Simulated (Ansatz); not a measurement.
The system is Rh.

```xyz
1
Lattice="0.0000 1.8979 1.8979 1.8979 0.0000 1.8979 1.8979 1.8979 0.0000" Properties=species:S:1:pos:R:3 pbc="T T T"
Rh    0.0000    0.0000    0.0000
```

```yaml
Program: Ansatz 0.2.0
Task: relaxation of cell and atoms
Functional: RPBE
Dispersion: D3(BJ)
Potentials_or_basis: all-electron LAPW, scalar-relativistic
Basis_error_allowed: 0.001 eV/atom
k_mesh: 12 × 12 × 12
Occupations: fermi-dirac, width 0.05 eV
Spin: no spin polarisation
```

At the start: volume 13.67 Å³/atom.

**Question.** Where does the relaxation end?

**Answer.** Over 6 steps the energy falls by 132.7 meV/atom and the volume is 12.40 Å³/atom (-9.3 %); space group Fm-3m (No. 225, to 0.05 Å).

Step by step:
```tsv
step	energy change (eV)	largest force (eV/Å)	volume (Å³)
1	0.0000	0.0000	13.67
2	-0.0895	0.0000	11.77
3	-0.1312	0.0000	12.52
4	-0.1327	0.0000	12.41
5	-0.1327	0.0000	12.40
6	-0.1327	0.0000	12.40
```

Final structure:
```
Rh
1.0
     0.00000    1.83695    1.83695
     1.83695    0.00000    1.83695
     1.83695    1.83695    0.00000
Rh
1
Direct
  0.00000 0.00000 0.00000
```
